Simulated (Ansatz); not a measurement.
## Mg under changes of volume

One of the cells (22.607 Å³/atom); the others are scaled copies at fixed shape and fractional positions:

```
CELL_PARAMETERS angstrom
0.00000 2.24426 2.24426
2.24426 0.00000 2.24426
2.24426 2.24426 0.00000
ATOMIC_POSITIONS crystal
Mg 0.00000 0.00000 0.00000
```

This isn't the form of Mg at room conditions, which is hcp.

| Quantity | Value |
| --- | --- |
| Program | Ansatz 0.2.0 |
| Functional | RPBE |
| Dispersion | D3(BJ) |
| Potentials or basis | all-electron LAPW, scalar-relativistic |
| Cutoff | 94 eV (chosen from the basis error) |
| Basis error allowed | 0.002 eV/atom |
| k mesh | 10 × 10 × 10 |
| Occupations | gaussian, width 0.15 eV |
| Spin | no spin polarisation |

| volume (Å³/atom) | energy over the lowest point (meV/atom) | pressure (GPa) |
| --- | --- | --- |
| 21.251 | 0.00 | -11.2 |
| 21.703 | 32.33 | -11.7 |
| 22.155 | 65.89 | -12.1 |
| 22.607 | 100.50 | -12.4 |
| 23.059 | 135.99 | -12.7 |
| 23.512 | 172.16 | -12.9 |
| 23.964 | ? | ? |

Question: What does the run at 23.964 Å³/atom give?

Answer: Energy over the lowest point 208.92 meV/atom; pressure -13.1 GPa.

Worked out: A Birch-Murnaghan fit of order 3 (a polynomial in V^(-2/3)) to the other rows has no minimum within the range. It gives 208.79 meV/atom at 23.964 Å³/atom, against the run's 208.92, and -dE/dV = -13.1 GPa, against -13.1.

Energies are extrapolated to zero smearing.

Caveats: pairwise dispersion overbinds metals, which lowers pressure and volume.
